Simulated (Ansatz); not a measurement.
HfB2:

```
Hf B
1.0
     3.14000    0.00000    0.00000
    -1.57000    2.71932    0.00000
     0.00000    0.00000    3.48000
Hf B
1 2
Direct
  0.00000 0.00000 0.00000
  0.66667 0.33333 0.50000
  0.33333 0.66667 0.50000
```

```yaml
Program: Ansatz 0.2.0
Task: relaxation of cell and atoms
Functional: PBE
Potentials_or_basis: Ansatz PAW
Cutoff: "420 eV (not typed: the program's choice for these potentials)"
k_mesh: 10 × 10 × 8
Occupations: fermi-dirac, width 0.05 eV
Spin: no spin polarisation
Hubbard_terms: Hf d U = 3 eV
```

At the start: volume 9.90 Å³/atom.

Task: Where does the relaxation end?

Result: It ends after 5 steps and the volume is 10.09 Å³/atom (+1.9 %); space group P6/mmm (No. 191, to 0.05 Å).

Step by step:
```csv
step,energy change (eV),largest force (eV/Å),volume (Å³)
1,0.0000,0.0000,29.71
2,-0.0049,0.0000,30.52
3,-0.0087,0.0000,30.30
4,-0.0088,0.0000,30.27
5,-0.0095,0.0000,30.27
```

Final structure:
```
Hf B
1.0
     3.14835    0.00000    0.00000
    -1.57418    2.72655    0.00000
     0.00000    0.00000    3.52607
Hf B
1 2
Direct
  0.00000 0.00000 0.00000
  0.66667 0.33333 0.50000
  0.33333 0.66667 0.50000
```

Caveat: the plane-wave basis is chosen anew once the cell has moved, so the energies of steps on either side of that aren't comparable; U without spin polarisation on a metal has little footing; the U is typed as a test and isn't derived for this compound.
